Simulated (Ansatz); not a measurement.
# Si in Ansatz: the effect of functional

Crystal: Si.

```
Si
1.0
    -2.35546    2.35546    1.32034
     2.35546   -2.35546    1.32034
     2.35546    2.35546   -1.32034
Si
2
Direct
  0.50000 0.50000 0.00000
  0.25000 0.75000 0.50000
```

This isn't the form of Si at room conditions, which is diamond.

The cell isn't the ideal one: volume scaled by 0.98.

Alike in all runs:

* Program: Ansatz 0.2.0
* Task: single point
* Potentials or basis: Ansatz PAW
* k mesh: 11 × 11 × 11
* Occupations: fermi-dirac, width 0.05 eV
* Spin: no spin polarisation

| functional | cutoff | pressure (GPa) |
| --- | --- | --- |
| LDA | 420 eV (not typed: the program's choice for these potentials) | ? |
| PBEsol | 420 eV (not typed: the program's choice for these potentials) | 3.2 |
| r2SCAN | 500 eV (not typed: the program's choice for these potentials) | 5.0 |

Question: What does the run with functional LDA give?

Answer: Pressure 1.5 GPa.

Caveats: the PAW data sets come from PBE, with cores solved anew for the run's functional, which leaves a small shift of forces and pressure.
